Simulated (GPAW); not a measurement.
**TePt in GPAW: convergence with k mesh**

Input of the first run (k mesh 2 × 2 × 1); the others differ in this setting and in those tied to it:

run.py

```python
from ase.dft.bandgap import bandgap
from ase.io import read, write
from ase.units import GPa
from gpaw import GPAW, PW

atoms = read('POSCAR')

calc = GPAW(mode=PW(600),
            xc='MGGA_X_R2SCAN+MGGA_C_R2SCAN',
            kpts={'size': (2, 2, 1), 'gamma': True},
            occupations={'name': 'fermi-dirac', 'width': 0.05},
            nbands=39,
            convergence={'density': 1e-05, 'energy': 1e-05},
            maxiter=100,
            txt='gpaw.txt')
atoms.calc = calc
energy = atoms.get_potential_energy()
forces = atoms.get_forces()
stress = atoms.get_stress()
calc.write('gs.gpw')
write('result.traj', atoms)
print(f'Energy: {energy:.6f} eV')
print('Forces (eV/A):')
print(forces.round(4))
print('Stress (GPa):', (stress / GPa).round(3))
print('Fermi level:', round(calc.get_fermi_level(), 4), 'eV')
print(f'Gap: {bandgap(calc)[0]:.4f} eV, direct: {bandgap(calc, direct=True)[0]:.4f} eV')
```

The input POSCAR:

```
TePt
1.0
    4.2628798384      0.0000000000      0.0000000000
   -2.1314399192      3.6917622333      0.0000000000
    0.0000000000      0.0000000000      5.6617710000
Pt Te
2 2
Direct
    0.0000000000      0.0000000000      0.0000000000
    0.0000000000      0.0000000000      0.5000000000
    0.3333333333      0.6666666667      0.2500000000
    0.6666666667      0.3333333333      0.7500000000
```

Potentials or basis: GPAW PAW data sets (gpaw-data 1.2.1), pw.

Launch:

```console
$ OMP_NUM_THREADS=1 python run.py
```

Measurements of this composition are mostly on another form, of space group No. 166.

Hardware: 1 thread of Arm Neoverse V1, on a shared host.

| k mesh | energy less the tightest run, at zero smearing (meV/atom) | pressure (GPa) | gap on the mesh (eV) | SCF cycles | CPU time (s) | peak memory (GiB) |
| --- | --- | --- | --- | --- | --- | --- |
| 2 × 2 × 1 | -202.79 | -3.17 | 0.759 | 12 | 19 | 0.33 |
| 3 × 3 × 2 | 72.88 | -0.90 | 0.000 | 13 | 47 | 0.33 |
| 4 × 4 × 3 | 12.84 | -2.08 | 0.000 | 13 | 63 | 0.34 |
| 5 × 5 × 3 | -1.34 | -2.26 | 0.000 | 13 | 83 | 0.35 |
| 6 × 6 × 4 | -4.52 | -2.32 | 0.000 | 12 | 160 | 0.38 |
| 7 × 7 × 4 | 0.00 | -2.31 | 0.000 | 13 | 190 | 0.39 |

Against the tightest run, the pressure stays within 0.1 GPa from 5 × 5 × 3 on; the gap on the mesh stays within 0.01 eV from 3 × 3 × 2 on. Not settled before the last step: the energy (to 1 meV/atom). Meshes of other sizes hit other points, so gaps and Fermi surfaces needn't settle smoothly. The tightest run that finished is the yardstick and may itself not be fully converged.

Caveat, for the tightest run too: the PAW data sets were made with another functional, which shifts forces and pressure a little. The run has no spin-orbit coupling, so splittings on Pt, Te are missing.
